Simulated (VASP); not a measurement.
**GdN: relaxation of cell and atoms with PBE+U**

GdN:

```
Gd N
1.0
     0.00000    2.50233    2.50233
     2.50233    0.00000    2.50233
     2.50233    2.50233    0.00000
Gd N
1 1
Direct
  0.00000 0.00000 0.00000
  0.50000 0.50000 0.50000
```

```
Program                : VASP 6.6.1
Task                   : relaxation of cell and atoms
Functional             : PBE
Potentials or basis    : VASP PAW PBE potentials, release 64 (Gd, N)
Cutoff                 : 600 eV
k mesh                 : 10 × 10 × 10
Occupations            : gaussian, width 0.03 eV
Spin                   : collinear spin, ferromagnetic start
Starting moments       : [7.0, 0.0] μB
Hubbard terms          : Gd f U = 6.0 eV
Further INCAR settings : ALGO = Normal; EDIFF = 1e-07; AMIX = 0.2; BMIX = 0.0001; IBRION = 2; EDIFFG = -0.005; NSW = 90; ISIF = 3
```

The pressure after relaxing is 0.0 GPa. The band gap on the k mesh is none (metal or under the smearing width), the net moment is 7.00 μB per cell and the site moments are Gd +6.87; N -0.12 μB. The valence electrons inside the program's atomic spheres are Gd 15.21; N 3.62.

Final structure:
```cif
data_structure
_symmetry_space_group_name_H-M 'P 1'
_symmetry_Int_Tables_number 1
_cell_length_a 3.5388
_cell_length_b 3.5388
_cell_length_c 3.5388
_cell_angle_alpha 60.000
_cell_angle_beta 60.000
_cell_angle_gamma 60.000
_cell_volume 31.34
loop_
_atom_site_label
_atom_site_type_symbol
_atom_site_fract_x
_atom_site_fract_y
_atom_site_fract_z
_atom_site_occupancy
Gd1 Gd 0.00000 0.00000 0.00000 1
N1 N 0.50000 0.50000 0.50000 1
```

Levels at points of the mesh, in eV from the Fermi level:
Spin up:
| k point | band 13 | band 14 | band 15 | band 16 | band 17 | band 18 |
| --- | --- | --- | --- | --- | --- | --- |
| (0.00, 0.00, 0.00) | 0.24 | 0.24 | 0.24 | 2.65 | 2.65 | 2.65 |
| (0.50, 0.00, 0.00) | -4.14 | -2.32 | -2.32 | 5.25 | 5.97 | 5.97 |
| (0.50, 0.50, 0.00) | -1.25 | -0.27 | -0.15 | -0.15 | 6.58 | 6.60 |
Spin down:
```csv
k point,band 4,band 5,band 6,band 7,band 8,band 9,band 10,band 11,band 12,band 13
"(0.00, 0.00, 0.00)",-18.42,-12.83,-0.33,-0.33,-0.33,3.46,3.46,3.46,3.82,4.53
"(0.50, 0.00, 0.00)",-18.52,-10.94,-3.89,-2.24,-2.24,4.51,4.88,4.88,5.18,5.18
"(0.50, 0.50, 0.00)",-18.83,-12.54,-0.97,-0.42,-0.42,0.39,4.95,4.98,5.09,5.09
```

Eigenvalues of the final occupation matrices:
| site | spin | trace | eigenvalues |
| --- | --- | --- | --- |
| site 1 f | 1 | 6.94 | 0.99 0.99 0.99 0.99 0.99 0.99 0.99 |
| site 1 f | 2 | 0.04 | 0.00 0.00 0.00 0.00 0.01 0.01 0.01 |

It took 120 s on 1 thread of Intel(R) Xeon(R) Platinum 8259CL CPU @ 2.50GHz (Skylake/Cascade Lake), with other jobs on the host, peak memory 0.22 GiB.

Caveat: the relaxation stopped at its first step, so nothing moved; spin-orbit coupling is left out, which moves the levels of the heavy elements; a cell with one magnetic atom can't hold antiferromagnetic order, which such compounds often take. The state reached can hang on the start; a lower one may exist.
